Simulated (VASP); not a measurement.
# Sb (P2_1/m) in VASP: elastic constants with LDA

Aim: the elastic constants of Sb with LDA.

All numbers are computed with VASP 6.6.1; they aren't measurements. Logs are shortened: lines on timing, memory, paths and dates and some standing lists are left out, and cuts for length are marked.

## Step 1: Starting point

Symmetry: P2_1/m, No. 11, monoclinic system. Conventional cell: a = 3.122 Å, b = 4.348 Å, c = 4.406 Å, α = 90.00°, β = 90.51°, γ = 90.00°. Sb (site symmetry m) has 6 Sb at 3.04 to 3.15 Å as nearest neighbours.

This isn't the form of Sb at room conditions, which is rhombohedral.

## Step 2: Elastic constants, LDA

Input file POSCAR:

```
Sb
1.0
    3.1224020000      0.0000000000      0.0000000000
    0.0000000000      4.3475180000      0.0000000000
   -0.0389150000      0.0000000000      4.4058520000
Sb
2
Direct
    0.9886110000      0.7500000000      0.7588340000
    0.0113890000      0.2500000000      0.2411660000
```

Input file INCAR.step1:

```
  ALGO = Normal
  EDIFF = 1E-8
  EDIFFG = -0.002
  ENCUT = 600
  GGA = CA
  IBRION = 2
  ISIF = 3
  ISMEAR = 0
  LASPH = T
  LCHARG = F
  LREAL = F
  LWAVE = F
  NELM = 80
  NSW = 40
  PREC = Accurate
  SIGMA = 0.1
```

Input file INCAR.step2:

```
  ALGO = Normal
  EDIFF = 1E-8
  ENCUT = 600
  GGA = CA
  IBRION = 6
  ISIF = 3
  ISMEAR = 0
  LASPH = T
  LCHARG = F
  LREAL = F
  LWAVE = F
  NELM = 80
  NFREE = 2
  NSW = 1
  POTIM = 0.015
  PREC = Accurate
  SIGMA = 0.1
```

Input file KPOINTS:

```
k-points
0
Gamma
  6 4 4
```

Potentials or basis: VASP PAW LDA potentials, release 64 (Sb).

Run with:

```console
> cat potpaw_LDA.64/Sb/POTCAR > POTCAR
> cp INCAR.step1 INCAR
> mpirun -np 1 vasp_std > vasp.out
> cp CONTCAR POSCAR
> cp INCAR.step2 INCAR
> mpirun -np 1 vasp_std > vasp.out
```

OUTCAR:

```text
EDIFF = 1E-8
   ENCUT = 600
   GGA = CA
   IBRION = 6
   ISIF = 3
   ISMEAR = 0
   LASPH = T
   LREAL = F
   NELM = 80
   NFREE = 2
   NSW = 1
   POTIM = 0.015
   PREC = Accurate

 ion  position               nearest neighbor table
   1  0.000  0.750  0.757-   2 3.04   2 3.04   2 3.12   2 3.12
   2  1.000  0.250  0.243-   1 3.04   1 3.04   1 3.12   1 3.12

  LATTYP: Found a simple monoclinic cell.
 ALAT       =     3.0062439672
 B/A-ratio  =     1.4416469619
 C/A-ratio  =     1.4569255297
 COS(beta)  =    -0.0006655693

  Lattice vectors:

 A1 = (   3.0062119191,   0.0000000000,   0.0138812124)
 A2 = (   0.0000000000,  -4.3339424820,   0.0000000000)
 A3 = (   0.0173088100,   0.0000000000,  -4.3798393829)

Analysis of symmetry for initial positions (statically):
=====================================================================
 Subroutine PRICEL returns:
 Original cell was already a primitive cell.

 Routine SETGRP: Setting up the symmetry group for a
 simple monoclinic supercell.

 Subroutine GETGRP returns: Found  4 space group operations
 (whereof  2 operations were pure point group operations)
 out of a pool of  4 trial point group operations.

The static configuration has the point symmetry S_2 .
 The point group associated with its full space group is C_2h.

Analysis of symmetry for dynamics (positions and initial velocities):
=====================================================================
 Subroutine PRICEL returns:
 Original cell was already a primitive cell.

 Routine SETGRP: Setting up the symmetry group for a
 simple monoclinic supercell.

 Subroutine GETGRP returns: Found  4 space group operations
 (whereof  2 operations were pure point group operations)
 out of a pool of  4 trial point group operations.

The dynamic configuration has the point symmetry S_2 .
 The point group associated with its full space group is C_2h.

[... 632 lines left out ...]
  ext. energy  EPLUGINS =         0.00000000
  ---------------------------------------------------
  free energy    TOTEN  =        -9.62991169 eV

  energy without entropy =       -9.62549835  energy(sigma->0) =       -9.62770502

 E-fermi :   7.5547     XC(G=0):  -9.9855

 val. band max:        7.4633914449   @ k =   0.3333   0.5000  -0.0000
 cond. band min:       7.6091545114   @ k =   0.0000   0.2500   0.2500
 fundamental gap:      0.1457630665
 Fermi energy:         7.5546961882

 k-point     1 :       0.0000    0.0000    0.0000
  band No.  band energies     occupation
      1      -5.1833      2.00000
      2      -0.1065      2.00000
      3       3.7504      2.00000
      4       3.8630      2.00000
      5       9.5408      0.00000
      6      10.6527      0.00000
      7      10.7325      0.00000
      8      11.4018      0.00000
      9      14.3575      0.00000
[... 305 lines left out ...]
  FREE ENERGIE OF THE ION-ELECTRON SYSTEM (eV)
  ---------------------------------------------------
  free  energy   TOTEN  =        -9.6299116913 eV

  energy  without entropy=       -9.6254983494  energy(sigma->0) =       -9.62770502

 INTERNAL STRAIN TENSORS FROM STRAINED CELLS
 ============================================

 INTERNAL STRAIN TENSOR FOR ION    1 for displacements in x,y,z  (eV/Angst):
          X           Y           Z          XY          YZ          ZX
  --------------------------------------------------------------------------------
  x    -0.00431    -0.00271    -0.00772     0.00000    -0.00000     0.26256
  y     0.00000     0.00000     0.00000    -0.00811     2.99724     0.00000
  z     0.57778     0.21477     2.11018    -0.00070     0.00004    -0.01342

 INTERNAL STRAIN TENSORS FROM DISPLACED ATOMS
 ============================================

 INTERNAL STRAIN TENSOR FOR ION    1 for displacements in x,y,z  (eV/Angst):
          X           Y           Z          XY          YZ          ZX
  --------------------------------------------------------------------------------
  x    -0.00468    -0.00234    -0.00683     0.00000     0.00000     0.26298
  y     0.00000     0.00000     0.00000    -0.00832     3.08046     0.00000
  z     0.61810     0.29853     2.12670     0.00000     0.00000    -0.01113

 INTERNAL STRAIN TENSOR FOR ION    2 for displacements in x,y,z  (eV/Angst):
          X           Y           Z          XY          YZ          ZX
  --------------------------------------------------------------------------------
  x     0.00468     0.00234     0.00683     0.00000     0.00000    -0.26298
  y     0.00000     0.00000     0.00000     0.00832    -3.08046     0.00000
  z    -0.61810    -0.29853    -2.12670     0.00000     0.00000     0.01113

 Eigenvectors and eigenvalues of the dynamical matrix
 ----------------------------------------------------

   1 f  =    3.223964 THz    20.256763 2PiTHz  107.539860 cm-1    13.333237 meV
             X         Y         Z           dx          dy          dz
     -0.012836  3.250457  3.314814    -0.003959    0.000000    0.707096
      3.001739  1.083486  1.078907     0.003959   -0.000000   -0.707096
[... 16 lines left out ...]
   5 f  =    0.000000 THz     0.000000 2PiTHz    0.000000 cm-1     0.000000 meV
             X         Y         Z           dx          dy          dz
     -0.012836  3.250457  3.314814     0.707100   -0.002120    0.002179
      3.001739  1.083486  1.078907     0.707100   -0.002120    0.002179

   6 f/i=    0.000000 THz     0.000000 2PiTHz    0.000001 cm-1     0.000000 meV
             X         Y         Z           dx          dy          dz
     -0.012836  3.250457  3.314814    -0.000528    0.413325    0.573727
      3.001739  1.083486  1.078907    -0.000528    0.413325    0.573727

--------------------------------------------------------------------------------------------------------

 ELASTIC MODULI CONTR FROM IONIC RELAXATION (kBar)
 Direction    XX          YY          ZZ          XY          YZ          ZX
 --------------------------------------------------------------------------------
 XX          -4.1435     -2.0012    -14.2558     -0.0000      0.0000      0.0971
 YY          -2.0012     -0.9666     -6.8853     -0.0000      0.0000      0.0477
 ZZ         -14.2558     -6.8853    -49.0508     -0.0000      0.0000      0.2382
 XY          -0.0000     -0.0000     -0.0000     -0.0014      0.5040      0.0000
 YZ           0.0000      0.0000      0.0000      0.5040   -186.5268     -0.0000
 ZX           0.0971      0.0477      0.2382      0.0000     -0.0000     -2.7218
 --------------------------------------------------------------------------------

 TOTAL ELASTIC MODULI (kBar)
 Direction    XX          YY          ZZ          XY          YZ          ZX
 --------------------------------------------------------------------------------
 XX        2042.6738      5.7364    -12.7115     -0.0000      0.0000     13.7591
 YY           5.7364   1216.7370    637.2304     -0.0000      0.0000     -2.1192
 ZZ         -12.7115    637.2304   1314.9179     -0.0000      0.0000     -6.1076
 XY          -0.0000     -0.0000     -0.0000    115.5738     -4.1514      0.0000
 YZ           0.0000      0.0000      0.0000     -4.1514    865.9226     -0.0000
 ZX          13.7591     -2.1192     -6.1076      0.0000     -0.0000     34.2667
 --------------------------------------------------------------------------------
```

OUTCAR.step1:

```text
EDIFF = 1E-8
   EDIFFG = -0.002
   ENCUT = 600
   GGA = CA
   IBRION = 2
   ISIF = 3
   ISMEAR = 0
   LASPH = T
   LREAL = F
   NELM = 80
   NSW = 40
   PREC = Accurate

[... 689 lines left out ...]
 fundamental gap:      0.1611417826
 Fermi energy:         7.5538983669

 k-point     1 :       0.0000    0.0000    0.0000
  band No.  band energies     occupation
      1      -5.1858      2.00000
      2      -0.1048      2.00000
      3       3.7535      2.00000
      4       3.8600      2.00000
      5       9.5195      0.00000
      6      10.6552      0.00000
      7      10.7548      0.00000
      8      11.3998      0.00000
      9      14.3598      0.00000
[... 305 lines left out ...]
  FREE ENERGIE OF THE ION-ELECTRON SYSTEM (eV)
  ---------------------------------------------------
  free  energy   TOTEN  =        -9.6302534041 eV

  energy  without entropy=       -9.6262522164  energy(sigma->0) =       -9.62825281

 reached required accuracy - stopping structural energy minimisation
```

Run time: 3.1 min. Hardware: 1 thread of Intel Xeon 6975P-C (Granite Rapids), shared host; peak memory 0.2 GiB.

What came out:

| Quantity | Value |
| --- | --- |
| Relaxed volume | 28.53 Å³/atom |
| Relaxed cell | a = 3.006 Å, b = 4.334 Å, c = 4.380 Å, α = 90.00°, β = 89.96°, γ = 90.00° |
| Space group after relaxing (to 0.05 Å) | Pmma (No. 51) |
| Voigt bulk modulus | 65 GPa |
| Highest phonon frequency at Γ | 108 cm⁻¹ |

Step by step:
```tsv
step	energy change (eV)	largest force (eV/Å)	pressure (GPa)	volume (Å³)
1	0.0000	0.0533	-2.87	59.81
2	-0.0287	0.0849	2.35	55.23
3	-0.0536	0.0623	0.11	57.00
4	-0.0536	0.0617	0.04	57.06
5	-0.0540	0.0516	-0.04	57.11
6	-0.0542	0.0377	-0.19	57.23
7	-0.0544	0.0353	-0.16	57.19
8	-0.0547	0.0311	-0.06	57.09
9	-0.0548	0.0365	0.14	56.89
10	-0.0549	0.0320	0.04	56.99
11	-0.0550	0.0308	0.04	56.99
12	-0.0551	0.0274	0.02	57.01
13	-0.0551	0.0230	-0.01	57.05
14	-0.0552	0.0250	0.01	57.03
15	-0.0553	0.0193	-0.02	57.05
16	-0.0553	0.0171	-0.03	57.06
17	-0.0554	0.0093	0.01	57.04
18	-0.0554	0.0041	0.04	57.02
19	-0.0554	0.0039	-0.03	57.08
20	-0.0554	0.0039	-0.02	57.07
21	-0.0554	0.0032	-0.01	57.07
22	-0.0554	0.0050	0.02	57.05
23	-0.0554	0.0049	-0.01	57.07
24	-0.0554	0.0048	-0.02	57.08
25	-0.0554	0.0044	0.00	57.06
26	-0.0554	0.0044	0.00	57.06
27	-0.0554	0.0025	0.00	57.06
28	-0.0554	0.0014	0.00	57.06
29	-0.0554	0.0004	-0.01	57.07
30	-0.0554	0.0005	0.00	57.06
```

Final structure:
```
Sb
1.0
     3.00621    0.00000    0.01388
     0.00000    4.33394    0.00000
    -0.01731    0.00000    4.37984
Sb
2
Direct
  0.00009 0.75000 0.75683
  0.99991 0.25000 0.24317
```

Phonon frequencies in cm⁻¹ (negative: imaginary):
```tsv
q point	frequencies
(0.000, 0.000, 0.000)	0 0 0 56 80 108
```

Elastic tensor in Voigt notation (GPa, in the Cartesian axes of the cell as first typed):
```
204   1  -1   0   1   0
  1 122  64   0   0   0
 -1  64 131   0  -1   0
  0   0   0  87   0   0
  1   0  -1   0   3   0
  0   0   0   0   0  12
```

Clamped-ion elastic tensor (GPa):
```
205   1   0   0   1   0
  1 122  64   0   0   0
  0  64 136   0  -1   0
  0   0   0 105   0   0
  1   0  -1   0   4   0
  0   0   0   0   0  12
```

Caveat: the k mesh is coarse (spacing up to 0.36 Å⁻¹), so the values aren't converged. Spin-orbit coupling is left out, which matters for the levels of Sb.
